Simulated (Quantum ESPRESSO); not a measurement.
# InP/In(1-x)Ga(x)P (110) interfaces, on the lattice of InP: a series in the share x of Ga, part 2 of 9

Wanted: a table for InP/In(1-x)Ga(x)P (110) interfaces, on the lattice of InP against the share x of Ga, and what can be fitted to it.

Quantum ESPRESSO 7.5; plane-wave DFT, LDA, GBRV ultrasoft pseudopotentials.

So far. Step 2 (Relaxing cell and ions of the reference):  The last row is no step: it is a fresh SCF in the final cell with a new plane-wave basis, +5 meV from the row before.

## Step 3: SCF with pw.x of the reference

A bulk run at that cell gives the reference energy and levels.

The input, ref.bulk.in:

```
&control
  prefix = 'ref.bulk'
  outdir = './out'
  pseudo_dir = './pseudo'
  calculation = 'scf'
  tprnfor = .true.
/
&system
  ibrav = 0
  nat = 8
  ntyp = 2
  ecutwfc = 40
  ecutrho = 200
  occupations = 'smearing'
  smearing = 'fd'
  degauss = 0.002
  nbnd = 40
/
&electrons
  conv_thr = 1e-09
  mixing_beta = 0.4
  electron_maxstep = 120
/
ATOMIC_SPECIES
  In  114.8180  in_lda_v1.4.uspp.F.UPF
  P   30.9738  p_lda_v1.5.uspp.F.UPF
CELL_PARAMETERS angstrom
  5.81914342700000 0.00000000000000 0.00000000000000
  0.00000000000000 4.11539460300000 0.00000000000000
  0.00000000000000 0.00000000000000 8.23078935800000
ATOMIC_POSITIONS crystal
  In  0.000000218800 0.000000000000 0.000000000000
  P   0.250000197500 0.500000000000 0.000000000000
  In  0.499999993500 0.500000000000 0.250000528800
  P   0.750000001300 0.000000000000 0.250000012700
  In  -0.000000205100 0.000000000000 0.500000000000
  P   0.249999799400 0.500000000000 0.500000000000
  In  0.499999993500 0.500000000000 0.749999471200
  P   0.750000001300 0.000000000000 0.749999987300
K_POINTS automatic
  6 8 4 0 0 0
```

Launch:

```sh
$ OMP_NUM_THREADS=1 mpirun -n 4 pw.x -nk 4 -in ref.bulk.in > ref.bulk.out
```

Log:

```text
[banner, memory and clock lines left out]
Program PWSCF v.7.5 starts
[citation notice left out]

[...]
Message from routine setup:
[...]
bravais-lattice index     =            0
     lattice parameter (alat)  =      10.9966  a.u.
     unit-cell volume          =    1330.1745 (a.u.)^3
     number of atoms/cell      =            8
     number of atomic types    =            2
     number of electrons       =        72.00
     number of Kohn-Sham states=           40
     kinetic-energy cutoff     =      40.0000  Ry
     charge density cutoff     =     200.0000  Ry
     scf convergence threshold =      1.0E-09
     mixing beta               =       0.4000
     number of iterations used =            8  plain     mixing
     Exchange-correlation=  SLA  PZ   NOGX NOGC
                           (   1   1   0   0   0   0   0)

[...]
PseudoPot. # 1 for In read from file:
     ./pseudo/in_lda_v1.4.uspp.F.UPF
     Pseudo is Ultrasoft + core correction, Zval = 13.0
     Generated by new atomic code, or converted to UPF format
     Using radial grid of  889 points,  6 beta functions with:
                l(1) =   0
                l(2) =   0
                l(3) =   1
                l(4) =   1
                l(5) =   2
                l(6) =   2
     Q(r) pseudized with  6 coefficients,  rinner =    1.400   1.400   1.400
                                                       1.400   1.400

     PseudoPot. # 2 for P  read from file:
     ./pseudo/p_lda_v1.5.uspp.F.UPF
     Pseudo is Ultrasoft + core correction, Zval =  5.0
     Generated by new atomic code, or converted to UPF format
     Using radial grid of  903 points,  6 beta functions with:
                l(1) =   0
                l(2) =   0
                l(3) =   1
                l(4) =   1
                l(5) =   2
                l(6) =   2
     Q(r) pseudized with  8 coefficients,  rinner =    1.300   1.300   1.300
                                                       1.300   1.300

     atomic species   valence    mass     pseudopotential
     In               13.00   114.81800     In( 1.00)
     P                 5.00    30.97380     P ( 1.00)

      4 Sym. Ops. (no inversion) found

[...]
number of k points=    60  Fermi-Dirac smearing, width (Ry)=  0.0020
[...]
Dense  grid:    63657 G-vectors     FFT dimensions: (  50,  36,  72)

     Smooth grid:    45449 G-vectors     FFT dimensions: (  45,  32,  64)

     Initial potential from superposition of free atoms

     starting charge      65.9994, renormalised to      72.0000
     Starting wfcs are   52 randomized atomic wfcs

     per-process dynamical memory:   101.6 Mb

     Self-consistent Calculation

     iteration #  1     ecut=    40.00 Ry     beta= 0.40
     Davidson diagonalization with overlap
     ethr =  1.00E-02,  avg # of iterations =  3.2

     total energy              =    -592.33553596 Ry
     estimated scf accuracy    <      10.05375114 Ry

     iteration #  2     ecut=    40.00 Ry     beta= 0.40
[...]
total energy              =    -594.80814988 Ry
     estimated scf accuracy    <       0.13396864 Ry

     iteration #  3     ecut=    40.00 Ry     beta= 0.40
[...]
total energy              =    -594.80770509 Ry
     estimated scf accuracy    <       0.03825143 Ry

     iteration #  4     ecut=    40.00 Ry     beta= 0.40
[...]
total energy              =    -594.81197355 Ry
     estimated scf accuracy    <       0.00760768 Ry

     iteration #  5     ecut=    40.00 Ry     beta= 0.40
[...]
total energy              =    -594.81467851 Ry
     estimated scf accuracy    <       0.00205623 Ry

     iteration #  6     ecut=    40.00 Ry     beta= 0.40
[...]
c_bands:  1 eigenvalues not converged
[...]
total energy              =    -594.81452395 Ry
     estimated scf accuracy    <       0.00055115 Ry

[...]
iteration # 17     ecut=    40.00 Ry     beta= 0.40
[...]
total energy              =    -594.81463256 Ry
     estimated scf accuracy    <       0.00000005 Ry

     iteration # 18     ecut=    40.00 Ry     beta= 0.40
[...]
total energy              =    -594.81463256 Ry
     estimated scf accuracy    <          6.0E-09 Ry

     iteration # 19     ecut=    40.00 Ry     beta= 0.40
[...]
total energy              =    -594.81463256 Ry
     estimated scf accuracy    <          4.8E-09 Ry

     iteration # 20     ecut=    40.00 Ry     beta= 0.40
[...]
End of self-consistent calculation

          k = 0.0000 0.0000 0.0000 (  5695 PWs)   bands (ev):

    -7.3996  -7.3231  -7.3231  -7.1979  -7.1979  -7.1978  -7.1485  -7.1485
    -7.1397  -7.1397  -7.0905  -7.0840  -7.0840  -7.0340  -7.0340  -7.0320
    -7.0319  -7.0273  -7.0273  -6.9935  -4.7149  -3.0318  -3.0318  -2.1836
     1.0261   2.0715   2.0715   4.0247   4.0247   4.5631   4.5631   5.9183
     5.9183   7.0078   7.0078   7.0082   7.5782   8.5730   9.1200   9.8973

          k = 0.0000 0.0000 0.1767 (  5679 PWs)   bands (ev):

    -7.3906  -7.3471  -7.2910  -7.2137  -7.1935  -7.1901  -7.1615  -7.1580
    -7.1376  -7.1179  -7.0979  -7.0879  -7.0792  -7.0421  -7.0379  -7.0336
    -7.0307  -7.0239  -7.0235  -6.9981  -4.5895  -3.6777  -2.4696  -2.1635
     1.0652   1.4401   3.0802   3.5031   4.1104   4.6664   4.8757   5.4046
     5.8101   6.3997   6.6803   6.9492   8.4864   8.8643   9.6040   9.7427

[...]
the Fermi energy is     7.3100 ev

!    total energy              =    -594.81463256 Ry
     estimated scf accuracy    <          9.0E-11 Ry
     smearing contrib. (-TS)   =      -0.00000003 Ry
     internal energy E=F+TS    =    -594.81463253 Ry

     The total energy is F=E-TS. E is the sum of the following terms:
     one-electron contribution =    -219.37204936 Ry
     hartree contribution      =     158.63846339 Ry
     xc contribution           =    -172.65543517 Ry
     ewald contribution        =    -361.42561139 Ry

     convergence has been achieved in  20 iterations

     Forces acting on atoms (cartesian axes, Ry/au):

     atom    1 type  1   force =    -0.00000033    0.00000000    0.00000000
     atom    2 type  2   force =     0.00000047    0.00000000    0.00000000
     atom    3 type  1   force =     0.00000015    0.00000000   -0.00000154
     atom    4 type  2   force =    -0.00000007    0.00000000   -0.00000016
     atom    5 type  1   force =     0.00000029    0.00000000    0.00000000
     atom    6 type  2   force =    -0.00000059    0.00000000    0.00000000
     atom    7 type  1   force =     0.00000015    0.00000000    0.00000154
     atom    8 type  2   force =    -0.00000007    0.00000000    0.00000016

     Total force =     0.000002     Total SCF correction =     0.000001
     SCF correction compared to forces is large: reduce conv_thr to get better values

[...]
```

The job ended after 2.1 min (4 MPI ranks of Arm Neoverse V1, shared host; peak memory 0.68 GiB).

This step gave:

```
free energy                          : -8092.8654 eV
Fermi energy                         : 7.31 eV
valence top, on the run's zero       : 7.008 eV
conduction bottom, on the run's zero : 7.578 eV
gap by band count                    : 0.5700 eV
```

## Step 4: Potential by pp.x of the reference

plot_num = 11 writes the bare and Hartree potential, from which vacuum levels or, in a crystal, the mean potential are read.

The input, ref.bulk.pot.in:

```
&inputpp
  prefix = 'ref.bulk'
  outdir = './out'
  filplot = 'ref.bulk.pot.dat'
  plot_num = 11
/
```

Launch:

```sh
$ OMP_NUM_THREADS=1 mpirun -n 4 pp.x -in ref.bulk.pot.in > ref.bulk.pot.out
```

Log:

```text
[banner, memory and clock lines left out]
Program POST-PROC v.7.5 starts

          URL

     ./out/ref.bulk.save/

     IMPORTANT: XC functional enforced from input :
     Exchange-correlation= PZ
                           (   1   1   0   0   0   0   0)
     Any further DFT definition will be discarded
     Please, verify this is what you really want

     Calling punch_plot, plot_num =  11
     Writing data to file  ref.bulk.pot.dat
     Message from routine chdens:
     namelist plot not found or invalid, exiting
```

It took 0.96 s on 4 MPI ranks; peak memory 0.09 GiB; 3.5 s of CPU time.

Electrostatic potential energy of an electron; zero at the highest filled level of the SCF mesh. Potential energy, planar mean against z:

```tsv
z (Å)	potential energy, planar mean (eV)
0.0	-9.97
0.5	-4.69
1.0	0.325
1.5	-3.77
2.0	-9.80
2.5	-5.60
3.0	0.181
3.5	-2.94
4.0	-9.62
4.5	-6.50
5.0	-0.101
5.5	-2.13
6.0	-9.12
6.5	-7.35
7.0	-0.510
7.5	-1.46
8.0	-8.61
```

(Part 2 of 9 ends here.)

[Logs are printed without paths, hosts, clocks, repeated set-up lines and the standing remarks that a program may print on its own settings, such as how far it seeks lower states.]

[Hosts, paths, dates, database ids (printed as entryN), source tags and the programs' standing remarks are cut or masked in the printed files.]

[Maps of the electrostatic potential energy from Ansatz leave out the sawtooth potential of an applied field or a dipole correction, so their vacuum need not be flat; planar profiles and work functions include it.]
